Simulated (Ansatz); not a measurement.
**Residual resistivity of an alloy: Al(111) with 4 layers of random Al-Pt, 2x2**

Wanted: resistance against the alloy's length, first Al(111) with 4 layers of random Al-Pt, 2x2.

Calculated with Ansatz 0.2.0; Ansatz plane-wave DFT, PBE, PAW files; ballistic transport by layer matching (Landauer), zero bias; PAW set soft_1.

## 1. The starting structure

The cell holds 40 atoms: 28 Al and 12 Pt. Cell: a = 5.725 Å, b = 5.725 Å, c = 23.429 Å, α = 93.5°, β = 86.5°, γ = 120.0°. It derives from Al. Regions: lead, 24 atoms (24 Al); scattering region, 16 atoms (12 Pt and 4 Al). The structure is stacked along c, and the current runs across the ab planes.

## 2. With 4 alloy layers

In 4 layers a share of 0.75 of the sites is given to Pt at random. The layers about the cell's end stay perfect and serve as the lead. Disorder leaves little or no symmetry, which makes such runs dear. Energies from -0.05 to 0.05 eV in steps of 0.05 eV are too few for the program's thermal sum, so it prints no conductance; for a metal the transmission near the Fermi level serves, at a fraction of the cost.

File input.yaml:

```yaml
crystal:
  lattice:
    - [5.7246940741, 0.0, 0.0]
    - [-2.862347037, 4.957730497, 0.0]
    - [1.4311735185, -0.8262884162, 23.3709656917]
  atoms:
    - { symbol: Al, position: [0.9916666667, 0.0083333333, 0.05] }
    - { symbol: Al, position: [0.9916666667, 0.5083333333, 0.05] }
    - { symbol: Al, position: [0.4916666667, 0.0083333333, 0.05] }
    - { symbol: Al, position: [0.4916666667, 0.5083333333, 0.05] }
    - { symbol: Al, position: [0.1416666667, 0.3583333333, 0.15] }
    - { symbol: Al, position: [0.1416666667, 0.8583333333, 0.15] }
    - { symbol: Al, position: [0.6416666667, 0.3583333333, 0.15] }
    - { symbol: Al, position: [0.6416666667, 0.8583333333, 0.15] }
    - { symbol: Al, position: [0.2916666667, 0.2083333333, 0.25] }
    - { symbol: Al, position: [0.2916666667, 0.7083333333, 0.25] }
    - { symbol: Al, position: [0.7916666667, 0.2083333333, 0.25] }
    - { symbol: Al, position: [0.7916666667, 0.7083333333, 0.25] }
    - { symbol: Pt, position: [0.9416666667, 0.0583333333, 0.35] }
    - { symbol: Al, position: [0.9416666667, 0.5583333333, 0.35] }
    - { symbol: Pt, position: [0.4416666667, 0.0583333333, 0.35] }
    - { symbol: Pt, position: [0.4416666667, 0.5583333333, 0.35] }
    - { symbol: Pt, position: [0.0916666667, 0.4083333333, 0.45] }
    - { symbol: Al, position: [0.0916666667, 0.9083333333, 0.45] }
    - { symbol: Pt, position: [0.5916666667, 0.4083333333, 0.45] }
    - { symbol: Pt, position: [0.5916666667, 0.9083333333, 0.45] }
    - { symbol: Pt, position: [0.2416666667, 0.2583333333, 0.55] }
    - { symbol: Pt, position: [0.2416666667, 0.7583333333, 0.55] }
    - { symbol: Al, position: [0.7416666667, 0.2583333333, 0.55] }
    - { symbol: Pt, position: [0.7416666667, 0.7583333333, 0.55] }
    - { symbol: Pt, position: [0.8916666667, 0.1083333333, 0.65] }
    - { symbol: Pt, position: [0.8916666667, 0.6083333333, 0.65] }
    - { symbol: Al, position: [0.3916666667, 0.1083333333, 0.65] }
    - { symbol: Pt, position: [0.3916666667, 0.6083333333, 0.65] }
    - { symbol: Al, position: [0.0416666667, 0.4583333333, 0.75] }
    - { symbol: Al, position: [0.0416666667, 0.9583333333, 0.75] }
    - { symbol: Al, position: [0.5416666667, 0.4583333333, 0.75] }
    - { symbol: Al, position: [0.5416666667, 0.9583333333, 0.75] }
    - { symbol: Al, position: [0.1916666667, 0.3083333333, 0.85] }
    - { symbol: Al, position: [0.1916666667, 0.8083333333, 0.85] }
    - { symbol: Al, position: [0.6916666667, 0.3083333333, 0.85] }
    - { symbol: Al, position: [0.6916666667, 0.8083333333, 0.85] }
    - { symbol: Al, position: [0.8416666667, 0.1583333333, 0.95] }
    - { symbol: Al, position: [0.8416666667, 0.6583333333, 0.95] }
    - { symbol: Al, position: [0.3416666667, 0.1583333333, 0.95] }
    - { symbol: Al, position: [0.3416666667, 0.6583333333, 0.95] }
kpoints:
  mp_grid: { grid: [5, 5, 1] }
hamiltonian:
  xc: pbe
  pseudopotentials: { kind: paw, azcp: { folder: soft_1 } }
scf:
  occupations: { method: fermi_dirac, width: 0.1 }
output:
  transmission:
    leads: [[0, 4]]
    kmesh: [10, 10]
    e_range: [-0.05, 0.05]
    de: 0.05
  write_potential: true
  write_density: true
  volumetric_format: npy
```

Started as:

```console
$ ansatz run input.yaml --threads 4 --pin off --max-ram 15360MiB --backend cpu --events-out ev --progress --plain --runs-dir out
```

Numbers of over 12 decimals in the logs are rounded to 6 here.

The program printed:

```text
Engine: ansatz 0.2.0, x86_64-unknown-linux-gnu
Pseudopotentials: kind: paw
Pseudopotential: Al, paw, valence charge 3, recommended cutoff 420 eV (normal), soft_1/Al.paw.azcp
Pseudopotential: Pt, paw, valence charge 18, recommended cutoff 420 eV (normal), soft_1/Pt.paw.azcp
Functional definition: PBE
  parameter kappa = 0.804
  parameter beta = 0.066725
  exchange = pbe_x(kappa = kappa, mu = beta*pi^2/3)
  correlation = pbe_c(beta = beta)
Crystal: 40 atoms, lattice volume = 663.303 Å³
Basis set: ecut = 420 eV, 13043 PW (Γ)
Bands: 190, of which v1, the nominal top of the filled ones, is band 150 counted from 1 (149 counted from 0)
Symmetry: 2 space group operations
Space group: C2 (ITA 5), of the structure as read, at distance tolerance 8.7e-5 Å
k-points: 9 of 25 (time reversal used)
Non-local potential: Al, projectors of the file, l = 0: 2, l = 1: 2, l = 2: 1
Non-local potential: Pt, projectors of the file, l = 0: 3, l = 1: 2, l = 2: 2, l = 3: 1
PAW form: soft (Blöchl's): semilocal exchange-correlation on the pseudo side does not see the compensation charge
PAW one-centre angular grid: Al, 110 points (default); XC on 64 Gauss nodes
PAW one-centre angular grid: Pt, 590 points (default); XC on 64 Gauss nodes
Initial density: superposition of atomic densities (chi_scale 0.1, normalization cell, long waves of neutral atoms (reshape's long-wave potential 13.15 eV rms, cloud 2.57 Å wide))
Initial wavefunctions: pseudopotential atomic-orbital guess
Functional: x = pbe(κ = 0.804, μ = 0.219515), c = pbe(β = 0.066725)
SCF iter   1: F=—  HF=-165397.228051 eV  |F-HF|=—  |Δ(HF+E_count)|=         —  Δρ=1.48e-1  dr2=2.33e3  ethr=3.10e-3  ⟨swp⟩=6.6  Hψ=6893  notcnv=0  defer=3
preconditioner: auto → Kerker (q_TF=auto, 2.390 Å⁻¹)  [metal: Δε(μ)=0.020 eV  Ē_g=5.652 eV  σ=0.100 eV  W_gap=0.05  n_scr=152 (ndim 8)  ℏωp=20.6 eV  f_vac=0.000  D(μ)=27.41/eV (n_scr^D=250)]
SCF iter   2: F=—  HF=-165366.681536 eV  |F-HF|=—  |Δ(HF+E_count)|=    3.05e1  Δρ=6.84e-2  dr2=6.48e2  ethr=3.10e-3  ⟨swp⟩=3.0  Hψ=3543  notcnv=0  defer=30
SCF iter   3: F=—  HF=-165357.585619 eV  |F-HF|=—  |Δ(HF+E_count)|=    9.10e0  Δρ=1.25e-2  dr2=5.08e0  ethr=3.10e-3  ⟨swp⟩=3.0  Hψ=3196  notcnv=0  defer=67
SCF iter   4: F=—  HF=-165357.311791 eV  |F-HF|=—  |Δ(HF+E_count)|=   2.74e-1  Δρ=4.31e-3  dr2=2.43e0  ethr=1.69e-3  ⟨swp⟩=2.0  Hψ=2050  notcnv=0  defer=67
SCF iter   5: F=—  HF=-165357.266150 eV  |F-HF|=—  |Δ(HF+E_count)|=   4.56e-2  Δρ=8.95e-4  dr2=1.80e-1  ethr=8.10e-4  ⟨swp⟩=1.0  Hψ=1626  notcnv=0  defer=73
SCF iter   6: F=—  HF=-165357.261125 eV  |F-HF|=—  |Δ(HF+E_count)|=   5.03e-3  Δρ=3.10e-4  dr2=2.27e-3  ethr=6.00e-5  ⟨swp⟩=1.0  Hψ=1626  notcnv=0  defer=73
SCF iter   7: F=—  HF=-165357.260980 eV  |F-HF|=—  |Δ(HF+E_count)|=   1.44e-4  Δρ=1.17e-4  dr2=1.54e-4  ethr=7.56e-7  ⟨swp⟩=1.8  Hψ=2044  notcnv=0  defer=73
SCF iter   8: F=—  HF=-165357.260967 eV  |F-HF|=—  |Δ(HF+E_count)|=   1.29e-5  Δρ=1.92e-5  dr2=3.56e-6  ethr=5.14e-8  ⟨swp⟩=2.0  Hψ=2484  notcnv=0  defer=73
SCF iter   9: F=—  HF=-165357.261120 eV  |F-HF|=—  |Δ(HF+E_count)|=   1.53e-4  Δρ=8.30e-6  dr2=4.66e-6  ethr=1.19e-9  ⟨swp⟩=2.1  Hψ=2684  notcnv=0  defer=84
SCF iter  10: F=—  HF=-165357.261120 eV  |F-HF|=—  |Δ(HF+E_count)|=   9.28e-8  Δρ=1.84e-6  dr2=5.23e-7  ethr=1.19e-9  ⟨swp⟩=1.0  Hψ=1626  notcnv=0  defer=84
SCF iter  11: F=-165357.261120 eV  HF=-165357.261120 eV  |F-HF|=6.58e-9  |Δ(HF+E_count)|=   1.15e-8  Δρ=4.86e-7  dr2=6.85e-9  ethr=3.33e-11  ⟨swp⟩=11.3  Hψ=5863  notcnv=0
SCF 1 converged in 11 iterations: F = -165357.261120 eV  dr2 = 6.85e-9
  greatest PAW one-centre occupation: 1.000 electrons in one spin orbital (limit 2), on the Pt atom at site 25 (counted from 0), in its partial waves of l = 0
transmission: 186 of 1820 steps passed
transmission: 369 of 1820 steps passed
[...]
transmission: 1820 of 1820 steps passed
SCF converged after 11 iterations
Free energy (F): -165357.261120 eV
Harris-Foulkes:  -165357.261120 eV  (|F-HF|=6.58e-9)
Internal energy: -165356.637620 eV  (E = F + TS)
E sigma→0 (E₀):  -165356.949370 eV
Entropy (-TS):   -0.623500 eV (-15.588 meV/atom)
Fermi energy:    11.748128 eV
--- Per-component energies (eV) ---
  E_band       = -3375.982870
  E_kinetic    = 7767.077066
  E_local      = -173806.082684  (includes V_loc(G=0)·N_el)
  E_nonlocal   = 2712.625027
  E_hartree    = 83956.159936
  E_xc         = -3833.449125
  E_vxc        = -4060.427517  (∫ρ·V_xc dr)
  E_paw        = -126943.893260  (= ΣΔE_a)
  E_vpaw       = -3901.499614  (= ΣTr[D̂ρ^β])
  E_aug_tail   = 0.012812  (compensation charges beyond the density's cutoff)
  E_ewald      = 44790.912607
  E_smearing   = -0.623500  (= −TS)
  E_closure    = 0.000000  (closes the sum)
  Σ components = -165357.261120   (vs F -165357.261120, Δ=0.00e0)
--- Band table (eV; the first three rows and the last of 9) ---
  k-point 0: bands = [... 146 lower, 11.2023, 11.3026, 11.3295, 11.4861, 11.6794, 11.6813, 11.7201, 11.8130, ... 36 higher]
  k-point 1: bands = [... 146 lower, 11.1977, 11.2835, 11.3668, 11.4642, 11.6280, 11.7246, 11.7594, 11.8208, ... 36 higher]
  k-point 2: bands = [... 146 lower, 11.6025, 11.6694, 11.7739, 11.8948, 12.0305, 12.1326, 12.1636, 12.2345, ... 36 higher]
  k-point 8: bands = [... 146 lower, 11.6548, 11.7665, 11.8316, 11.8645, 11.8981, 12.0294, 12.1678, 12.2264, ... 36 higher]
--- Transmission ---
  basis      : 253 plane waves across, 35 finite elements along
  points     : 52, standing for a mesh of 10 x 10
  energies   : 3 from -0.050000 to 0.050000 eV about the Fermi level, 0.050000 eV apart; the leads are filled to 0.000000 eV, and channels, transmission and decay are at 0.000000 eV
  crystal 0  : Al4, at the sites [0, 4], period 2.3371 Å, over 14.02 Å; its Hamiltonian steps by up to 27.9 meV: too much for a lead, lay more layers or, if its atoms are ordered, name the step of that order
    offset         : up to 0.0000 Å between an atom of the period and one for which it stands
    channels       : 5.510000e0 a spin
    conductance    : none, the energies end too early or step too widely for 300 K: set another output.transmission.e_range or a lower de, or, where they end at an eighth of basis.ecutwfc, a higher one
  junction   : crystal 0 to crystal 0, 0.70 to 21.73 Å
    transmission   : 1.915822e0 a spin
    conductance    : none, the energies end too early or step too widely for 300 K: set another output.transmission.e_range or a lower de, or, where they end at an eighth of basis.ecutwfc, a higher one
```

The job ended after 4.2 min (4 threads of Intel Xeon Platinum 8488C (Sapphire Rapids), shared host; peak memory 2.8 GiB).

This step gave:

| Item | Value |
| --- | --- |
| free energy | -165357.2611 eV |
| energy at zero smearing | -165356.9494 eV |
| Fermi energy | 11.75 eV |
| cell area | 28.38 Å² |
| transmission per spin nearest the Fermi level | 1.916 |
| open channels per spin nearest the Fermi level | 5.51 |
| step of the lead's potential | 27.9 meV |

Per spin. The transmission, zone mean by energy, zero at the Fermi level:

| energy (eV) | transmission, zone mean |
| --- | --- |
| -0.0500 | 1.90 |
| 0.0000 | 1.92 |
| 0.0500 | 1.89 |

Per spin. Open channels, zone mean, lead against energy, zero at the Fermi level:

| energy (eV) | open channels, zone mean, lead |
| --- | --- |
| -0.0500 | 5.23 |
| 0.0000 | 5.51 |
| 0.0500 | 5.59 |

Transmission over k1 and k2. At 0.0000 eV from the Fermi level.

Ten even steps from '0' (1.20) to '9' (2.53):
```
5665655110
2667837411
3579968641
5689428875
4536272635
5578824986
3146869975
2114738766
5011556566
4523545325
```
Columns: k1 (b1) from -0.5 to 0.4; rows upwards: k2 (b2) from -0.5 to 0.4.

Over the solved energies the transmission per spin lies between 1.89 and 1.92, out of 5.44 channels of the lead on average (up to 5.59). The log calls the step of a lead's potential too much.

## 3. With 8 alloy layers

In 8 layers a share of 0.75 of the sites is given to Pt at random. A fresh draw is used; the growth of the resistance with length is what counts.

System of this step: Al(111) with 8 layers of random Al-Pt, 2x2. The cell holds 56 atoms: 32 Al and 24 Pt. Cell: a = 5.725 Å, b = 5.725 Å, c = 32.761 Å, α = 87.5°, β = 92.5°, γ = 120.0°. It derives from Al. Regions: lead, 24 atoms (24 Al); scattering region, 32 atoms (8 Al and 24 Pt). The structure is stacked along c, and the current runs across the ab planes.

File input.yaml:

```yaml
crystal:
  lattice:
    - [5.7246940741, 0.0, 0.0]
    - [-2.862347037, 4.957730497, 0.0]
    - [-1.4311735185, 0.8262884162, 32.7193519684]
  atoms:
    - { symbol: Al, position: [0.005952381, 0.994047619, 0.0357142857] }
    - { symbol: Al, position: [0.005952381, 0.494047619, 0.0357142857] }
    - { symbol: Al, position: [0.505952381, 0.994047619, 0.0357142857] }
    - { symbol: Al, position: [0.505952381, 0.494047619, 0.0357142857] }
    - { symbol: Al, position: [0.1845238095, 0.3154761905, 0.1071428571] }
    - { symbol: Al, position: [0.1845238095, 0.8154761905, 0.1071428571] }
    - { symbol: Al, position: [0.6845238095, 0.3154761905, 0.1071428571] }
    - { symbol: Al, position: [0.6845238095, 0.8154761905, 0.1071428571] }
    - { symbol: Al, position: [0.3630952381, 0.1369047619, 0.1785714286] }
    - { symbol: Al, position: [0.3630952381, 0.6369047619, 0.1785714286] }
    - { symbol: Al, position: [0.8630952381, 0.1369047619, 0.1785714286] }
    - { symbol: Al, position: [0.8630952381, 0.6369047619, 0.1785714286] }
    - { symbol: Al, position: [0.0416666667, 0.9583333333, 0.25] }
    - { symbol: Pt, position: [0.0416666667, 0.4583333333, 0.25] }
    - { symbol: Pt, position: [0.5416666667, 0.9583333333, 0.25] }
    - { symbol: Pt, position: [0.5416666667, 0.4583333333, 0.25] }
    - { symbol: Pt, position: [0.2202380952, 0.2797619048, 0.3214285714] }
    - { symbol: Pt, position: [0.2202380952, 0.7797619048, 0.3214285714] }
    - { symbol: Pt, position: [0.7202380952, 0.2797619048, 0.3214285714] }
    - { symbol: Al, position: [0.7202380952, 0.7797619048, 0.3214285714] }
    - { symbol: Pt, position: [0.3988095238, 0.1011904762, 0.3928571429] }
    - { symbol: Pt, position: [0.3988095238, 0.6011904762, 0.3928571429] }
    - { symbol: Pt, position: [0.8988095238, 0.1011904762, 0.3928571429] }
    - { symbol: Al, position: [0.8988095238, 0.6011904762, 0.3928571429] }
    - { symbol: Pt, position: [0.0773809524, 0.9226190476, 0.4642857143] }
    - { symbol: Pt, position: [0.0773809524, 0.4226190476, 0.4642857143] }
    - { symbol: Al, position: [0.5773809524, 0.9226190476, 0.4642857143] }
    - { symbol: Pt, position: [0.5773809524, 0.4226190476, 0.4642857143] }
    - { symbol: Pt, position: [0.255952381, 0.244047619, 0.5357142857] }
    - { symbol: Pt, position: [0.255952381, 0.744047619, 0.5357142857] }
    - { symbol: Pt, position: [0.755952381, 0.244047619, 0.5357142857] }
    - { symbol: Pt, position: [0.755952381, 0.744047619, 0.5357142857] }
    - { symbol: Al, position: [0.4345238095, 0.0654761905, 0.6071428571] }
    - { symbol: Pt, position: [0.4345238095, 0.5654761905, 0.6071428571] }
    - { symbol: Al, position: [0.9345238095, 0.0654761905, 0.6071428571] }
    - { symbol: Pt, position: [0.9345238095, 0.5654761905, 0.6071428571] }
    - { symbol: Pt, position: [0.1130952381, 0.8869047619, 0.6785714286] }
    - { symbol: Pt, position: [0.1130952381, 0.3869047619, 0.6785714286] }
    - { symbol: Pt, position: [0.6130952381, 0.8869047619, 0.6785714286] }
    - { symbol: Pt, position: [0.6130952381, 0.3869047619, 0.6785714286] }
    - { symbol: Pt, position: [0.2916666667, 0.2083333333, 0.75] }
    - { symbol: Pt, position: [0.2916666667, 0.7083333333, 0.75] }
    - { symbol: Al, position: [0.7916666667, 0.2083333333, 0.75] }
    - { symbol: Al, position: [0.7916666667, 0.7083333333, 0.75] }
    - { symbol: Al, position: [0.4702380952, 0.0297619048, 0.8214285714] }
    - { symbol: Al, position: [0.4702380952, 0.5297619048, 0.8214285714] }
    - { symbol: Al, position: [0.9702380952, 0.0297619048, 0.8214285714] }
    - { symbol: Al, position: [0.9702380952, 0.5297619048, 0.8214285714] }
    - { symbol: Al, position: [0.1488095238, 0.8511904762, 0.8928571429] }
    - { symbol: Al, position: [0.1488095238, 0.3511904762, 0.8928571429] }
    - { symbol: Al, position: [0.6488095238, 0.8511904762, 0.8928571429] }
    - { symbol: Al, position: [0.6488095238, 0.3511904762, 0.8928571429] }
    - { symbol: Al, position: [0.3273809524, 0.1726190476, 0.9642857143] }
    - { symbol: Al, position: [0.3273809524, 0.6726190476, 0.9642857143] }
    - { symbol: Al, position: [0.8273809524, 0.1726190476, 0.9642857143] }
    - { symbol: Al, position: [0.8273809524, 0.6726190476, 0.9642857143] }
kpoints:
  mp_grid: { grid: [5, 5, 1] }
hamiltonian:
  xc: pbe
  pseudopotentials: { kind: paw, azcp: { folder: soft_1 } }
scf:
  occupations: { method: fermi_dirac, width: 0.1 }
output:
  transmission:
    leads: [[0, 4]]
    kmesh: [10, 10]
    e_range: [-0.05, 0.05]
    de: 0.05
  write_potential: true
  write_density: true
  volumetric_format: npy
```

The program printed:

```text
[...]
Crystal: 56 atoms, lattice volume = 928.624 Å³
Basis set: ecut = 420 eV, 18271 PW (Γ)
Bands: 320, of which v1, the nominal top of the filled ones, is band 264 counted from 1 (263 counted from 0)
Symmetry: 1 space group operations
[...]
k-points: 13 of 25 (time reversal used)
[...]
SCF iter   1: F=—  HF=-317855.733096 eV  |F-HF|=—  |Δ(HF+E_count)|=         —  Δρ=1.29e-1  dr2=3.55e3  ethr=3.10e-3  ⟨swp⟩=6.2  Hψ=15817  notcnv=0  defer=8
[...]
SCF iter  12: F=-317810.122654 eV  HF=-317810.122654 eV  |F-HF|=1.71e-8  |Δ(HF+E_count)|=   2.62e-9  Δρ=3.00e-7  dr2=1.67e-8  ethr=1.89e-11  ⟨swp⟩=10.2  Hψ=12985  notcnv=0
SCF 1 converged in 12 iterations: F = -317810.122654 eV  dr2 = 1.67e-8
[...]
transmission: 266 of 2652 steps passed
transmission: 532 of 2652 steps passed
[...]
transmission: 2652 of 2652 steps passed
SCF converged after 12 iterations
Free energy (F): -317810.122654 eV
[...]
Internal energy: -317809.042067 eV  (E = F + TS)
E sigma→0 (E₀):  -317809.582361 eV
Entropy (-TS):   -1.080587 eV (-19.296 meV/atom)
Fermi energy:    13.391957 eV
[...]
--- Band table (eV; the first three rows and the last of 13) ---
  k-point 0: bands = [... 260 lower, 13.2932, 13.4483, 13.4535, 13.4583, 13.4707, 13.4884, 13.4937, 13.5094, ... 52 higher]
  k-point 1: bands = [... 260 lower, 13.1436, 13.1491, 13.2051, 13.2128, 13.2387, 13.3190, 13.3743, 13.4022, ... 52 higher]
  k-point 2: bands = [... 260 lower, 13.3810, 13.4268, 13.4896, 13.5497, 13.5886, 13.6355, 13.6759, 13.7308, ... 52 higher]
  k-point 12: bands = [... 260 lower, 13.1455, 13.1876, 13.2257, 13.2364, 13.2996, 13.4251, 13.4875, 13.5206, ... 52 higher]
--- Transmission ---
  basis      : 253 plane waves across, 51 finite elements along
  points     : 52, standing for a mesh of 10 x 10
[...]
channels       : 5.590000e0 a spin
[...]
junction   : crystal 0 to crystal 0, 0.70 to 31.08 Å
    transmission   : 1.369179e0 a spin
[...]
```

Elapsed: 7 min, on 4 threads; peak memory 6.4 GiB; 27 min of CPU time.

Numbers from this step:

```
free energy                                    : -317810.1227 eV
energy at zero smearing                        : -317809.5824 eV
Fermi energy                                   : 13.39 eV
transmission per spin nearest the Fermi level  : 1.369
open channels per spin nearest the Fermi level : 5.59
step of the lead's potential                   : 13.2 meV
```

Per spin. The transmission, zone mean by energy, zero at the Fermi level:

```
energy (eV)  transmission, zone mean
    -0.0500                     1.36
     0.0000                     1.37
     0.0500                     1.39
```

Over the solved energies the transmission per spin lies between 1.36 and 1.39, out of 5.49 channels of the lead on average (up to 5.59).

(Continued in part 2 of 2.)

[Logs are printed without paths, hosts, clocks, repeated set-up lines and the standing remarks that a program may print on its own settings, such as how far it seeks lower states.]

[Hosts, paths, dates, database ids (printed as entryN), source tags and the programs' standing remarks are cut or masked in the printed files.]
